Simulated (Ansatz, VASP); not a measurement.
**Cross-check of BN between VASP and Ansatz**

One calculation is typed for both programs; each brings its own data sets and cutoff. How far apart do they land? The cell is taken from a series of VASP runs on this material, whose earlier steps may have relaxed, scaled or displaced it; both programs get it as it stands.

Program: Ansatz 0.2.0. Level of theory: plane waves, with VASP 6.6.1 beside it; band structure at r2SCAN-EpsX with an exact-exchange share of 0.242. Results are calculated unless marked as measured.

### 1. Starting point

The structure is hexagonal, space group P6_3/mmc (No. 194). The conventional cell has a = 2.504 Å, b = 2.504 Å, c = 6.661 Å, α = 90.00°, β = 90.00°, γ = 120.00°. N has 3 B at 1.45 Å nearest. B has 3 N at 1.45 Å nearest. Farther neighbours and most contacts between anions are not listed.

### 2. Ansatz: band structure, r2SCAN-EpsX with an exact-exchange share of 0.242

Ansatz runs on its default PAW (the set named soft_2) files.

Levels along a path test the potential and the projectors away from the mesh points.

input.yaml reads:

```yaml
crystal:
  lattice:
    - [2.50399, 0.0, 0.0]
    - [-1.251995, 2.1685189508, 0.0]
    - [0.0, 0.0, 6.6612]
  atoms:
    - { symbol: "N", position: [0.6666666667, 0.3333333333, 0.25] }
    - { symbol: "N", position: [0.3333333333, 0.6666666667, 0.75] }
    - { symbol: B, position: [0.6666666667, 0.3333333333, 0.75] }
    - { symbol: B, position: [0.3333333333, 0.6666666667, 0.25] }
hamiltonian:
  xc: { exchange: r2scan, correlation: r2scan, exx: { coeff: 0.242 } }
  pseudopotentials: { kind: paw }
kpoints:
  mp_grid: { grid: [7, 7, 2] }
  band_path:
    path:
      - [0.0, 0.0, 0.0]
      - [0.44444, 0.0, 0.0]
      - [0.5, 0.0, 0.0]
      - [0.38889, 0.22222, 0.0]
      - [0.2963, 0.2963, 0.0]
      - [0.18519, 0.18519, 0.0]
      - [0.0, 0.0, 0.11111]
      - [0.0, 0.0, 0.5]
      - [0.44444, 0.0, 0.5]
      - [0.38889, 0.22222, 0.5]
      - [0.18519, 0.18519, 0.5]
      - [0.5, 0.0, 0.38889]
      - [0.33333, 0.33333, 0.0]
      - [0.33333, 0.33333, 0.5]
    npoints: 1
scf:
  occupations: { method: gaussian, width: 0.03 }
  n_extra_bands: 8
output:
  forces: true
  stress: true
  eigenvalues: true
```

The run is started by

```console
$ ansatz run input.yaml --threads 4 --pin off --max-ram 9216MiB --backend cpu --events-out ev --progress --plain --runs-dir out
```

Numbers of over 12 decimals in the logs are rounded to 6 here.

The log of the run:

```text
Warning: output.stress: scf.convergence.dr2_threshold = 1e-7 eV (the SCF's general default) is looser than the 4e-10 eV advised for a printed stress (1e-10 eV for each atom of the cell: 4). What an SCF threshold leaves in a stress goes as its square root, and in the free energy as the threshold itself, and one threshold admits the most on a small cell: [figures from the program's tests cut] Set scf.convergence.dr2_threshold to 4e-10 eV or tighter. The threshold is an SCF's pass mark: one that does not reach it within its budget of iterations ends unconverged, or closes short of it on a stop that the run arms, and scf.convergence.dr2_threshold's page says what that costs each kind of run
Warning: output.stress: scf.exx.energy_threshold = 1e-6 eV is looser than the 4e-8 eV advised for a stress under a hybrid functional (1e-8 eV for each atom of the cell: 4). Every SCF of the exchange loop can meet its threshold on dr2 while the loop round them stops early: no threshold on dr2 bounds what that leaves in the stress. Set scf.exx.energy_threshold to 4e-8 eV or tighter. The threshold is the loop's pass mark: a loop that does not reach it within its budget of cycles ends unconverged, and scf.exx.energy_threshold's page has the law
scf.n_extra_bands = 8 over 8 filled bands (N_el = 16.0): the run solves 16 bands
Engine: ansatz 0.2.0, aarch64-unknown-linux-gnu
Pseudopotentials: kind: paw
Pseudopotential: N, paw, valence charge 5, recommended cutoff 500 eV (meta_gga), N.paw.azcp
Pseudopotential: B, paw, valence charge 3, recommended cutoff 500 eV (meta_gga), B.paw.azcp
Functional definition: unnamed
  parameter a_1 = 0.242
  exchange = (1 - a_1)*r2scan_x + a_1*exact_x
  correlation = r2scan_c
Crystal: 4 atoms, lattice volume = 36.170 Å³
Basis set: ecut = 500 eV, 907 PW (Γ), exchange–correlation on 80×80×200 points (64 copies of the dense FFT grid, shifted against one another)
Bands: 16, of which v1, the nominal top of the filled ones, is band 8 counted from 1 (7 counted from 0)
Symmetry: 24 space group operations
Space group: P63/mmc (ITA 194), of the structure as read, at distance tolerance 3.3e-5 Å
k-points: 16 of 98
Non-local potential: N, projectors of the file, l = 0: 2, l = 1: 2, l = 2: 1
Non-local potential: B, projectors of the file, l = 0: 2, l = 1: 2, l = 2: 1
PAW form: soft (Blöchl's): semilocal exchange-correlation on the pseudo side does not see the compensation charge
PAW frozen core: N, regenerated for the run's functional, and the local potential with it (the file was generated under x = pbe(κ = 0.804, μ = 0.219515), c = pbe(β = 0.066725))
PAW frozen core: B, regenerated for the run's functional, and the local potential with it (the file was generated under x = pbe(κ = 0.804, μ = 0.219515), c = pbe(β = 0.066725))
PAW one-centre angular grid: N, 302 points (default); XC on 160 Gauss nodes
PAW one-centre angular grid: B, 302 points (default); XC on 160 Gauss nodes
Initial density: superposition of atomic densities (neutral atoms: chi_scale 0, normalization atom), corrected by the library's trained network
Initial wavefunctions: pseudopotential atomic-orbital guess
Functional: x = r2scan, c = r2scan; τ floored in thin density (d = 2e-4 eV/Å³), warm-up for x = 0.758 r2scan + 0.242 exact, c = r2scan; τ floored in thin density (d = 2e-4 eV/Å³)
SCF iter   1: F=—  HF=-1088.115460 eV  |F-HF|=—  |Δ(HF+E_count)|=         —  Δρ=8.61e-3  dr2=1.97e-2  dr2_τ=6.87e-1  ethr=1.77e-3  ⟨swp⟩=7.6  Hψ=1239  notcnv=0
preconditioner: auto → none  [insulator: Δε(μ)=5.098 eV  Ē_g=19.784 eV  σ=0.030 eV  W_gap=1.00  n_scr=4 (ndim 8)  ℏωp=24.7 eV  f_vac=0.023  D(μ)=0.00/eV (n_scr^D=0)]
SCF iter   2: F=—  HF=-1088.245653 eV  |F-HF|=—  |Δ(HF+E_count)|=   1.30e-1  Δρ=5.08e-3  dr2=4.07e-3  dr2_τ=3.18e-4  ethr=1.23e-4  ⟨swp⟩=4.2  Hψ=781  notcnv=0  defer=3
iter 3 solved again at ethr=1.60e-6 eV; its pass at ethr=2.54e-5 eV (dr2=2.56e-4 eV) is discarded
SCF iter   3: F=-1088.245332 eV  HF=-1088.245424 eV  |F-HF|=9.21e-5  |Δ(HF+E_count)|=   2.29e-4  Δρ=9.75e-4  dr2=2.39e-4  dr2_τ=1.04e-4  ethr=1.60e-6  ⟨swp⟩=2.3  Hψ=907  notcnv=0  defer=2
SCF 1 stopped early in 3 iterations: F = -1088.245332 eV  dr2 = 2.39e-4
  greatest PAW one-centre occupation: 0.805 electrons in one spin orbital (limit 2), on the N atom at site 1 (counted from 0), in its partial waves of l = 0
Initial density: handed on by an earlier stage of this run
Initial wavefunctions: those handed on with the density
Functional: x = 0.758 r2scan + 0.242 exact, c = r2scan; τ floored in thin density (d = 2e-4 eV/Å³)
Frozen-core exchange: fock
SCF iter   1: F=—  HF=-1087.800844 eV  |F-HF|=—  |Δ(HF+E_count)|=         —  Δρ=4.30e-3  dr2=4.25e-3  dr2_τ=2.34e-4  ethr=1.49e-5  ⟨swp⟩=6.1  Hψ=1108  notcnv=0
preconditioner: auto → none  [insulator: Δε(μ)=6.886 eV  Ē_g=22.427 eV  σ=0.030 eV  W_gap=1.00  n_scr=4 (ndim 8)  ℏωp=24.7 eV  f_vac=0.019  D(μ)=0.00/eV (n_scr^D=0)]
SCF iter   2: F=—  HF=-1087.799768 eV  |F-HF|=—  |Δ(HF+E_count)|=   1.08e-3  Δρ=1.01e-3  dr2=5.44e-4  dr2_τ=3.94e-5  ethr=1.49e-5  ⟨swp⟩=2.8  Hψ=553  notcnv=0  defer=1
SCF iter   3: F=—  HF=-1087.802604 eV  |F-HF|=—  |Δ(HF+E_count)|=   2.84e-3  Δρ=8.55e-4  dr2=1.74e-4  dr2_τ=4.03e-6  ethr=9.71e-7  ⟨swp⟩=3.2  Hψ=617  notcnv=0  defer=1
SCF iter   4: F=—  HF=-1087.802595 eV  |F-HF|=—  |Δ(HF+E_count)|=   9.38e-6  Δρ=2.05e-4  dr2=2.39e-5  dr2_τ=5.34e-7  ethr=9.71e-7  ⟨swp⟩=2.1  Hψ=390  notcnv=0
SCF iter   5: F=—  HF=-1087.802682 eV  |F-HF|=—  |Δ(HF+E_count)|=   8.71e-5  Δρ=1.66e-4  dr2=9.18e-6  dr2_τ=4.66e-7  ethr=3.80e-8  ⟨swp⟩=3.4  Hψ=580  notcnv=0  defer=1
SCF iter   6: F=-1087.802680 eV  HF=-1087.802681 eV  |F-HF|=1.18e-7  |Δ(HF+E_count)|=   1.55e-6  Δρ=3.79e-5  dr2=1.05e-6  dr2_τ=1.18e-8  ethr=3.80e-8  ⟨swp⟩=3.1  Hψ=477  notcnv=0
SCF 2 stopped early in 6 iterations: F = -1087.802680 eV  dr2 = 1.05e-6
  greatest PAW one-centre occupation: 0.804 electrons in one spin orbital (limit 2), on the N atom at site 1 (counted from 0), in its partial waves of l = 0
hybrid outer 1: dexx = +3.262e-3 eV, tail = 5.08e-6 eV
Frozen-core exchange: fock
SCF iter   1: F=—  HF=-1087.802705 eV  |F-HF|=—  |Δ(HF+E_count)|=         —  Δρ=2.87e-5  dr2=1.53e-7  dr2_τ=2.14e-8  ethr=1.59e-7  ⟨swp⟩=4.8  Hψ=706  notcnv=0
preconditioner: auto → none  [insulator: Δε(μ)=6.911 eV  Ē_g=22.422 eV  σ=0.030 eV  W_gap=1.00  n_scr=4 (ndim 8)  ℏωp=24.7 eV  f_vac=0.020  D(μ)=0.00/eV (n_scr^D=0)]
SCF iter   2: F=—  HF=-1087.802705 eV  |F-HF|=—  |Δ(HF+E_count)|=   2.13e-7  Δρ=1.65e-5  dr2=5.26e-8  dr2_τ=3.44e-9  ethr=6.94e-10  ⟨swp⟩=3.2  Hψ=509  notcnv=0  defer=1
SCF iter   3: F=-1087.802705 eV  HF=-1087.802705 eV  |F-HF|=1.81e-9  |Δ(HF+E_count)|=   7.05e-9  Δρ=5.72e-6  dr2=3.66e-9  dr2_τ=3.00e-10  ethr=2.47e-10  ⟨swp⟩=2.9  Hψ=439  notcnv=0  defer=1
SCF 3 converged in 3 iterations: F = -1087.802705 eV  dr2 = 3.66e-9
  Residual-converged pass: ⟨swp⟩=3.0  Hψ=482  notcnv=0  max |occ|·‖R‖ = 2.3e-6 eV (tolerance 2.4e-6 eV)  dr2=3.70e-9  dr2_τ=2.95e-10  dr2_onsite=6.50e-10  max |Δocc| = 0.0e0
hybrid outer 2: dexx = +2.256e-7 eV, tail = 1.02e-8 eV, Δε = 1.43e-3 eV (about 7.39e-5 eV left of the loop's levels)
NSCF: frozen V_eff on 14 k-points
hybrid SCF converged: 2 outer / 9 inner (+3 warm-up), last move |dexx| = 2.26e-7 eV, tail = 1.02e-8 eV
Stability not checked: this state was not tested for a lower state beside it, because the functional holds exact exchange (a hybrid, or Hartree-Fock), whose exchange loop this test does not read (fock_operator; see scf.lower_state_search)
Free energy (F): -1087.802705 eV
Frozen-core exchange: fock
Harris-Foulkes:  -1087.802705 eV  (|F-HF|=1.81e-9)
Internal energy: -1087.802705 eV  (E = F + TS)
E sigma→0 (E₀):  -1087.802705 eV
Fermi energy:    6.803563 eV
--- Per-component energies (eV) ---
  E_band       = -75.200029
  E_kinetic    = 367.097109
  E_local      = -694.002989  (includes V_loc(G=0)·N_el)
  E_nonlocal   = 112.941837
  E_hartree    = 225.331657
  E_xc         = -142.226534
  E_vxc        = -193.525560  (∫ρ·V_xc dr)
  E_exx        = -44.045212  (= α·E_x^exact, valence–valence)
  E_paw        = -414.887612  (= ΣΔE_a)
  E_vpaw       = -39.529307  (= ΣTr[D̂ρ^β])
  E_aug_tail   = 0.000046  (compensation charges beyond the density's cutoff)
  E_vtau       = 9.245659  (kinetic-family band-sum trace: ∫τ·v_τ [+ j·A + Jᵃ·Aᵃ] dr)
  E_ewald      = -497.875223
  E_core_change = -0.135782  (= ΣΔE_core)
  E_smearing   = -0.000000  (= −TS)
  E_closure    = -0.000001  (closes the sum)
  Σ components = -1087.802705   (vs F -1087.802705, Δ=0.00e0)
--- Forces (eV/Å), atoms counted from 1 ---
  atom   1  N     -0.00000000     0.00000000    -0.00000000
  atom   2  N     -0.00000000    -0.00000000     0.00000000
  atom   3  B      0.00000000     0.00000000     0.00000000
  atom   4  B     -0.00000000    -0.00000000    -0.00000000
  max |Σ_I F_I| component: 2.78e-17 eV/Å
--- Stress (GPa, compression-positive) ---
       -6.224458       0.000000       0.000000
       -0.000000      -6.224458       0.000000
        0.000000       0.000000       0.839662
  P = ⅓ Tr σ = -3.8698 GPa (-38.698 kbar)
--- Band table (eV; the first three rows and the last of 16) ---
  k-point 0: bands = [... 4 lower, 1.8007, 1.8007, 1.8423, 1.8423, 10.6550, 16.5032, 17.8943, 17.8943, ... 4 higher]
  k-point 1: bands = [... 4 lower, 1.8214, 1.8214, 1.8214, 1.8214, 13.2842, 13.2842, 17.9651, 17.9651, ... 4 higher]
  k-point 2: bands = [... 4 lower, 0.1074, 0.1501, 1.0393, 1.0916, 11.3717, 16.2211, 17.3715, 17.8300, ... 4 higher]
  k-point 15: bands = [... 4 lower, -4.0671, -4.0671, 2.9612, 2.9612, 10.8762, 10.8762, 17.9555, 17.9555, ... 4 higher]
```

Elapsed: 24 s, on 4 threads of Arm Neoverse V1, shared host; peak memory 0.77 GiB.

In the SCF lines HF is the Harris–Foulkes energy and dr2 the Hartree energy of the density residual, in eV; the loop may stop once dr2 is under the threshold and the program's other checks hold. Hψ counts applications of the Hamiltonian.

(Continued in part 2 of 2.)

[Lines on the potential files, build, host, timing and source positions are cut from VASP's logs without a mark.]

[Logs are printed without paths, hosts, clocks, repeated set-up lines and the standing remarks that a program may print on its own settings, such as how far it seeks lower states.]

[Hosts, paths, dates, database ids (printed as entryN), source tags and the programs' standing remarks are cut or masked in the printed files.]
